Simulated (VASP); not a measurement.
# GaAs (F-43m) in VASP: a series of runs

Aim: see how the results for GaAs move with the level of theory and the settings. Levels: PBE, HSE06, PBE0. Tasks: band structure.

All numbers are computed with VASP 6.6.1; they aren't measurements. Logs are shortened: lines on timing, memory, paths and dates and some standing lists are left out, and cuts for length are marked.

**What was measured.**

“Evidence of valence band perturbations in GaAsN/GaAs(001): A combined variable-angle spectroscopic ellipsometry and modulated photoreflectance investigation”, 2008, arxiv:0805.2212 reports, for a bulk crystal of GaAs at 300 K: band gap 1.412 ± 0.01 eV (direct); band gap 1.418 ± 0.005 eV (direct).

How close the calculation comes is told below.

## 1. The crystal as given

The structure is cubic, space group F-43m (No. 216). The conventional cell has a = 5.750 Å, b = 5.750 Å, c = 5.750 Å, α = 90.00°, β = 90.00°, γ = 90.00°. Around Ga (site symmetry -43m) lie 4 As at 2.49 Å. As (site symmetry -43m) has 4 Ga at 2.49 Å as nearest neighbours.

## 2. Band structure, PBE

Contents of INCAR:

```
PREC     = Accurate       # precision mode
ENCUT    = 520            # plane-wave cutoff, eV
EDIFF    = 1E-6           # SCF threshold, eV
ISMEAR   = 0              # smearing method
SIGMA    = 0.03           # smearing width, eV
LREAL    = F              # projectors in reciprocal space
LASPH    = T              # aspherical terms in the spheres
NELM     = 80             # most SCF steps
ALGO     = Fast           # electronic algorithm
ISIF     = 2              # what is computed and relaxed
LWAVE    = F              # write WAVECAR
LCHARG   = F              # write CHGCAR
GGA      = PE             # functional
NBANDS   = 16             # bands
KPAR     = 2
```

Contents of KPOINTS:

```
regular mesh
0
Gamma
  6 6 6
```

Contents of POSCAR:

```
GaAs                                    
1.0
    0.0000000000      2.8751155356      2.8751155356
    2.8751155356      0.0000000000      2.8751155356
    2.8751155356      2.8751155356      0.0000000000
  Ga              As            
     1     1
Direct
     0.0000000000000000    0.0000000000000000    0.0000000000000000
     0.2500000000000000    0.2500000000000000    0.2500000000000000
```

Contents of KPOINTS_OPT:

```
explicit points
9
Reciprocal
 0.0000000000  0.0000000000  0.0000000000 1
 0.3750000000  0.3750000000  0.7500000000 1
 0.5000000000  0.5000000000  0.5000000000 1
 0.6250000000  0.2500000000  0.6250000000 1
 0.5000000000  0.2500000000  0.7500000000 1
 0.5000000000  0.0000000000  0.5000000000 1
 0.4000000000  0.0000000000  0.4000000000 1
 0.4250000000  0.0000000000  0.4250000000 1
 0.4500000000  0.0000000000  0.4500000000 1
```

Potentials or basis: VASP PAW PBE potentials, release 64 (Ga_d, As).

On the command line:

```console
$ cat potpaw_PBE.64/Ga_d/POTCAR potpaw_PBE.64/As/POTCAR > POTCAR
$ mpirun -np 2 vasp_std > vasp.out
```

OUTCAR:

```text
PREC = Accurate
   ENCUT = 520
   EDIFF = 1E-6
   ISMEAR = 0
   LREAL = F
   LASPH = T
   NELM = 80
   ISIF = 2
   GGA = PE

 ion  position               nearest neighbor table
   1  0.000  0.000  0.000-   2 2.49   2 2.49   2 2.49   2 2.49
   2  0.250  0.250  0.250-   1 2.49   1 2.49   1 2.49   1 2.49

  LATTYP: Found a face centered cubic cell.
 ALAT       =     5.7502310712

  Lattice vectors:

 A1 = (   0.0000000000,   2.8751155356,   2.8751155356)
 A2 = (   2.8751155356,   0.0000000000,   2.8751155356)
 A3 = (   2.8751155356,   2.8751155356,   0.0000000000)

Analysis of symmetry for initial positions (statically):
=====================================================================
 Subroutine PRICEL returns:
 Original cell was already a primitive cell.

 Routine SETGRP: Setting up the symmetry group for a
 face centered cubic supercell.

 Subroutine GETGRP returns: Found 24 space group operations
 (whereof 24 operations were pure point group operations)
 out of a pool of 48 trial point group operations.

The static configuration has the point symmetry T_d .

Analysis of symmetry for dynamics (positions and initial velocities):
=====================================================================
 Subroutine PRICEL returns:
 Original cell was already a primitive cell.

 Routine SETGRP: Setting up the symmetry group for a
 face centered cubic supercell.

 Subroutine GETGRP returns: Found 24 space group operations
 (whereof 24 operations were pure point group operations)
 out of a pool of 48 trial point group operations.

The dynamic configuration has the point symmetry T_d .

 Subroutine INISYM returns: Found 24 space group operations
 (whereof 24 operations are pure point group operations),
 and found     1 'primitive' translations

----------------------------------------------------------------------------------------

                                     Primitive cell

  volume of cell :      47.5331

  direct lattice vectors                    reciprocal lattice vectors
     0.000000000  2.875115536  2.875115536    -0.173906055  0.173906055  0.173906055
     2.875115536  0.000000000  2.875115536     0.173906055 -0.173906055  0.173906055
     2.875115536  2.875115536  0.000000000     0.173906055  0.173906055 -0.173906055

  length of vectors
     4.066027384  4.066027384  4.066027384     0.301214123  0.301214123  0.301214123

  position of ions in fractional coordinates (direct lattice)
     0.000000000  0.000000000  0.000000000
     0.250000000  0.250000000  0.250000000

  ion indices of the primitive-cell ions
   primitive index   ion index
                 1           1
                 2           2

----------------------------------------------------------------------------------------

 KPOINTS: regular mesh

Automatic generation of k-mesh.
 Grid dimensions read from file:
 generate k-points for:    6    6    6

 Generating k-lattice:

  Cartesian coordinates                     Fractional coordinates (reciprocal lattice)
    -0.028984342  0.028984342  0.028984342     0.166666667  0.000000000  0.000000000
     0.028984342 -0.028984342  0.028984342     0.000000000  0.166666667  0.000000000
     0.028984342  0.028984342 -0.028984342     0.000000000  0.000000000  0.166666667

  Length of vectors
     0.050202354  0.050202354  0.050202354

  Shift w.r.t. Gamma in fractional coordinates (k-lattice)
     0.000000000  0.000000000  0.000000000

 Subroutine IBZKPT returns following result:
 ===========================================

 Found     16 irreducible k-points:

 Following reciprocal coordinates:
            Coordinates               Weight
  0.000000  0.000000  0.000000      1.000000
  0.166667  0.000000  0.000000      8.000000
  0.333333  0.000000  0.000000      8.000000
  0.500000  0.000000  0.000000      4.000000
  0.166667  0.166667  0.000000      6.000000
  0.333333  0.166667  0.000000     24.000000
[... 8 lines left out ...]
 -0.333333  0.333333  0.166667     24.000000
 -0.333333  0.500000  0.166667     12.000000
   k-points           NKPTS =     16   k-points in BZ     NKDIM =     16   number of bands    NBANDS=     16
   number of dos      NEDOS =    301   number of ions     NIONS =      2
   total plane-waves  NPLWV =  27000
   dimension x,y,z NGX =    30 NGY =   30 NGZ =   30
   dimension x,y,z NGXF=    60 NGYF=   60 NGZF=   60
   ions per type =               1   1
   NGX,Y,Z   is equivalent  to a cutoff of  12.27, 12.27, 12.27 a.u.
   NGXF,Y,Z  is equivalent  to a cutoff of  24.53, 24.53, 24.53 a.u.
 SYSTEM =  unknown system
   PREC   = accura    normal or accurate (medium, high low for compatibility)
   ISTART =      0    job   : 0-new  1-cont  2-samecut
   ICHARG =      2    charge: 1-file 2-atom 10-const
   ISPIN  =      1    spin polarized calculation?
   LNONCOLLINEAR =      F non collinear calculations
   LSORBIT =      F    spin-orbit coupling
   LASPH  =      T    aspherical Exc in radial PAW
[... 49 lines left out ...]
 cond. band min:       3.6185482862   @ k =   0.0000   0.0000   0.0000
 fundamental gap:      0.1413414194
 Fermi energy:         3.5511206113

 k-point     1 :       0.0000    0.0000    0.0000
  band No.  band energies     occupation
      1     -11.2609      2.00000
      2     -11.2609      2.00000
      3     -11.2609      2.00000
      4     -11.1938      2.00000
      5     -11.1938      2.00000
      6      -8.8959      2.00000
[... 8 lines left out ...]
     15      13.4682      0.00000
     16      13.4682      0.00000

 k-point     2 :       0.1667    0.0000    0.0000
  band No.  band energies     occupation
      1     -11.2784      2.00000
      2     -11.2560      2.00000
      3     -11.2560      2.00000
      4     -11.1939      2.00000
      5     -11.1939      2.00000
      6      -8.5991      2.00000
[... 8 lines left out ...]
     15      12.4481      0.00000
     16      12.4481      0.00000

 k-point     3 :       0.3333    0.0000    0.0000
  band No.  band energies     occupation
      1     -11.3100      2.00000
      2     -11.2477      2.00000
      3     -11.2477      2.00000
      4     -11.1923      2.00000
      5     -11.1923      2.00000
      6      -7.8375      2.00000
[... 8 lines left out ...]
     15      13.0160      0.00000
     16      13.0160      0.00000

 k-point     4 :       0.5000    0.0000    0.0000
  band No.  band energies     occupation
      1     -11.3246      2.00000
      2     -11.2447      2.00000
      3     -11.2446      2.00000
      4     -11.1905      2.00000
      5     -11.1905      2.00000
      6      -7.2826      2.00000
[... 8 lines left out ...]
     15      15.0929      0.00000
     16      15.0969      0.00000

 k-point     5 :       0.1667    0.1667    0.0000
  band No.  band energies     occupation
      1     -11.2884      2.00000
      2     -11.2510      2.00000
      3     -11.2510      2.00000
      4     -11.1980      2.00000
      5     -11.1910      2.00000
      6      -8.4995      2.00000
[... 8 lines left out ...]
     15      12.8946      0.00000
     16      13.9040      0.00000

 k-point     6 :       0.3333    0.1667    0.0000
  band No.  band energies     occupation
      1     -11.3133      2.00000
      2     -11.2438      2.00000
      3     -11.2418      2.00000
      4     -11.2002      2.00000
      5     -11.1889      2.00000
      6      -7.8800      2.00000
[... 8 lines left out ...]
     15      14.0467      0.00000
     16      14.2324      0.00000
[... 115 lines left out ...]
 k-point    13 :       0.5000    0.5000    0.0000
  band No.  band energies     occupation
      1     -11.3530      2.00000
      2     -11.2200      2.00000
      3     -11.2200      2.00000
      4     -11.2142      2.00000
      5     -11.1829      2.00000
      6      -6.6064      2.00000
[... 8 lines left out ...]
     15      16.2737      0.00000
     16      16.5645      0.00000

 k-point    14 :       0.5000    0.3333    0.1667
  band No.  band energies     occupation
      1     -11.3305      2.00000
      2     -11.2383      2.00000
      3     -11.2325      2.00000
      4     -11.2021      2.00000
      5     -11.1886      2.00000
      6      -7.2293      2.00000
[... 8 lines left out ...]
     15      14.3218      0.00000
     16      16.2226      0.00000

 k-point    15 :      -0.3333    0.3333    0.1667
  band No.  band energies     occupation
      1     -11.3368      2.00000
      2     -11.2378      2.00000
      3     -11.2283      2.00000
      4     -11.2001      2.00000
      5     -11.1906      2.00000
      6      -6.7801      2.00000
[... 8 lines left out ...]
     15      15.3301      0.00000
     16      15.8453      0.00000

 k-point    16 :      -0.3333    0.5000    0.1667
  band No.  band energies     occupation
      1     -11.3447      2.00000
      2     -11.2312      2.00000
      3     -11.2229      2.00000
      4     -11.2059      2.00000
      5     -11.1876      2.00000
      6      -6.5714      2.00000
[... 8 lines left out ...]
     15      15.3440      0.00000
     16      16.4899      0.00000

------------------------ aborting loop because EDIFF is reached ----------------------------------------

  FORCE on cell =-STRESS in cart. coord.  units (eV):
  Direction    XX          YY          ZZ          XY          YZ          ZX
  --------------------------------------------------------------------------------------
  -------------------------------------------------------------------------------------
  Total        0.0114262      0.0114262      0.0114262      0.0000000      0.0000000      0.0000000
  in kB        0.3851371      0.3851371      0.3851371      0.0000000      0.0000000      0.0000000
  external PRESSURE =       0.3851371 kB  Pullay stress =       0.0000000 kB

 VOLUME and BASIS-vectors are now :
 -----------------------------------------------------------------------------
  energy-cutoff  :      520.00
  volume of cell :       47.53
      direct lattice vectors                 reciprocal lattice vectors
     0.000000000  2.875115536  2.875115536    -0.173906055  0.173906055  0.173906055
     2.875115536  0.000000000  2.875115536     0.173906055 -0.173906055  0.173906055
     2.875115536  2.875115536  0.000000000     0.173906055  0.173906055 -0.173906055

 POSITION                                       TOTAL-FORCE (eV/Angst)
 -----------------------------------------------------------------------------------
      0.00000      0.00000      0.00000        -0.000000      0.000000     -0.000000
      1.43756      1.43756      1.43756         0.000000     -0.000000      0.000000
 -----------------------------------------------------------------------------------
    total drift:                                0.000002      0.000002      0.000002

  FREE ENERGIE OF THE ION-ELECTRON SYSTEM (eV)
  ---------------------------------------------------
  free  energy   TOTEN  =        -8.2509567121 eV

  energy  without entropy=       -8.2509556676  energy(sigma->0) =       -8.25095619
```

It took 6.8 s on 2 MPI ranks of Intel Xeon 6975P-C (Granite Rapids), shared host; peak memory 0.16 GiB.

Results:

* Free energy: -8.2510 eV
* Pressure: 0.0 GPa
* Band gap on the k mesh: 0.14 eV, direct
* Band gap along the path: 0.14 eV, direct

Levels at points of the mesh, in eV from the valence-band top:
```tsv
k point	band 5	band 6	band 7	band 8	band 9	band 10	band 11	band 12	band 13	band 14
(0.00, 0.00, 0.00)	-14.67	-12.37	0.00	0.00	0.00	0.14	3.71	3.71	3.71	7.43
(0.50, 0.00, 0.00)	-14.67	-10.76	-6.38	-1.07	-1.07	0.86	4.61	4.61	7.69	10.02
(0.50, 0.50, 0.00)	-14.66	-10.08	-6.59	-2.51	-2.51	1.55	1.67	9.76	9.76	10.53
```

## 3. Band structure, HSE06

POSCAR is that of step 2.

Contents of INCAR.step1:

```
PREC     = Accurate       # precision mode
ENCUT    = 520            # plane-wave cutoff, eV
EDIFF    = 1E-5           # SCF threshold, eV
ISMEAR   = 0              # smearing method
SIGMA    = 0.03           # smearing width, eV
LREAL    = F              # projectors in reciprocal space
LASPH    = T              # aspherical terms in the spheres
NELM     = 80             # most SCF steps
ALGO     = Normal         # electronic algorithm
ISIF     = 2              # what is computed and relaxed
LWAVE    = T              # write WAVECAR
LCHARG   = F              # write CHGCAR
NBANDS   = 16             # bands
KPAR     = 2            
GGA      = PE             # functional
```

Contents of INCAR.step2:

```
PREC     = Accurate       # precision mode
ENCUT    = 520            # plane-wave cutoff, eV
EDIFF    = 1E-6           # SCF threshold, eV
ISMEAR   = 0              # smearing method
SIGMA    = 0.03           # smearing width, eV
LREAL    = F              # projectors in reciprocal space
LASPH    = T              # aspherical terms in the spheres
NELM     = 80             # most SCF steps
ALGO     = Normal         # electronic algorithm
ISIF     = 2              # what is computed and relaxed
LWAVE    = F              # write WAVECAR
LCHARG   = F              # write CHGCAR
GGA      = PE             # functional
LHFCALC  = T              # exact exchange
HFSCREEN = 0.2            # screening, 1/A
PRECFOCK = Fast         
NBANDS   = 16             # bands
KPAR     = 2            
ISTART   = 1
```

KPOINTS is that of step 2.

KPOINTS_OPT is that of step 2.

Potentials or basis: VASP PAW PBE potentials, release 64 (Ga_d, As).

On the command line:

```console
$ cat potpaw_PBE.64/Ga_d/POTCAR potpaw_PBE.64/As/POTCAR > POTCAR
$ cp INCAR.step1 INCAR
$ mpirun -np 2 vasp_std > vasp.out
$ cp INCAR.step2 INCAR
$ mpirun -np 2 vasp_std > vasp.out
```

Wall time 10 min (2 MPI ranks of Intel Xeon 6975P-C (Granite Rapids), shared host); peak memory 0.3 GiB.

Results (log left out):

* Free energy: -9.8622 eV
* Pressure: -2.5 GPa
* Band gap on the k mesh: 1.00 eV, direct
* Band gap along the path: 1.00 eV, direct

Levels at points of the mesh, in eV from the valence-band top:
```tsv
k point	band 6	band 7	band 8	band 9	band 10	band 11	band 12	band 13
(0.00, 0.00, 0.00)	-13.60	0.00	0.00	0.00	1.00	4.53	4.53	4.53
(0.50, 0.00, 0.00)	-11.83	-6.92	-1.15	-1.15	1.61	5.45	5.45	8.60
(0.50, 0.50, 0.00)	-11.08	-7.14	-2.72	-2.72	2.17	2.36	11.11	11.11
```

Caveat: the PAW data sets were made with another functional, which shifts forces and pressure a little.

## 4. Band structure, PBE0

POSCAR is that of step 3.

INCAR.step1 is that of step 3.

Changes to INCAR.step2 since step 3:

```diff
@@ -14,4 +14,5 @@
 LHFCALC  = T              # exact exchange
-HFSCREEN = 0.2            # screening, 1/A
+AEXX     = 0.25           # exact-exchange fraction
 PRECFOCK = Fast         
+HFRCUT   = -1           
 NBANDS   = 16             # bands
```

KPOINTS is that of step 3.

KPOINTS_OPT is that of step 3.

On the command line:

```console
$ cat potpaw_PBE.64/Ga_d/POTCAR potpaw_PBE.64/As/POTCAR > POTCAR
$ cp INCAR.step1 INCAR
$ mpirun -np 2 vasp_std > vasp.out
$ cp INCAR.step2 INCAR
$ mpirun -np 2 vasp_std > vasp.out
```

Run time: 13 min. Hardware: 2 MPI ranks of Intel Xeon 6975P-C (Granite Rapids), shared host; peak memory 0.22 GiB.

Results (log left out):

| Item | Value |
| --- | --- |
| Free energy | -10.6981 eV |
| Pressure | -2.7 GPa |
| Band gap on the k mesh | 1.57 eV, direct |
| Band gap along the path | 1.57 eV, direct |

Levels at points of the mesh, in eV from the valence-band top:
```tsv
k point	band 7	band 8	band 9	band 10	band 11	band 12
(0.00, 0.00, 0.00)	0.00	0.00	0.00	1.57	5.18	5.18
(0.50, 0.00, 0.00)	-7.03	-1.18	-1.18	2.22	6.11	6.11
(0.50, 0.50, 0.00)	-7.24	-2.78	-2.78	2.80	2.99	11.80
```

Caveat: the PAW data sets were made with another functional, which shifts forces and pressure a little.

## 5. Summary

```csv
level,screening parameter,exchange at q = 0,gap on the mesh (eV),pressure (GPa)
PBE,-,-,0.14,0.0
HSE06,0.2 1/A,-,1.00,-2.5
PBE0,-,truncated,1.57,-2.7
```

Alike in all rows: task band structure; potentials or basis VASP PAW PBE potentials, release 64 (Ga_d, As); no spin polarisation; cell as given; k mesh 6 × 6 × 6; cutoff (eV) 520; smearing gaussian 0.03 eV.

On the cell as given the gap runs from 0.14 eV (PBE) to 1.57 eV (PBE0). The pressure there spans -2.7 GPa (PBE0) to 0.0 GPa (PBE); a positive pressure means that this level wants a larger cell, a negative one a smaller.

Caveats: the PAW data sets were made with another functional, which shifts forces and pressure a little (some runs).

Absolute energies hang on the potentials; compare differences alone.

## 6. Comparison with measurements

Step 2. A measured gap of GaAs is 1.412 eV (direct; 300 K; “Evidence of valence band perturbations in GaAsN/GaAs(001): A combined variable-angle spectroscopic ellipsometry and modulated photoreflectance investigation”, 2008, arxiv:0805.2212); the calculated 0.14 eV misses it by -1.27 eV. So large a miss can be the level of theory's own, or it may mean another phase, state or a wrong row. 3 values of this kind are on record (1.412 to 1.51 eV); this one was drawn at random among those near their median, those with a stated uncertainty first. Spin-orbit coupling on As, Ga is left out. The value is that of PBE, without temperature or zero-point motion. Semilocal functionals fall short of measured gaps as a rule.

Step 3. Measured gap of GaAs: 1.418 eV (direct; 300 K; “Evidence of valence band perturbations in GaAsN/GaAs(001): A combined variable-angle spectroscopic ellipsometry and modulated photoreflectance investigation”, 2008, arxiv:0805.2212). This calculation gives 1.00 eV (-0.42 eV). 3 values of this kind are on record (1.412 to 1.51 eV); this one was drawn at random among those near their median, those with a stated uncertainty first. Spin-orbit coupling on As, Ga is left out. The value is that of HSE06, without temperature or zero-point motion.

Step 4. Against the measured gap of GaAs, 1.412 eV (direct; 300 K; “Evidence of valence band perturbations in GaAsN/GaAs(001): A combined variable-angle spectroscopic ellipsometry and modulated photoreflectance investigation”, 2008, arxiv:0805.2212), the calculated 1.57 eV is off by +0.16 eV. 3 values of this kind are on record (1.412 to 1.51 eV); this one was drawn at random among those near their median, those with a stated uncertainty first. Spin-orbit coupling on As, Ga is left out. The value is that of PBE0, without temperature or zero-point motion.
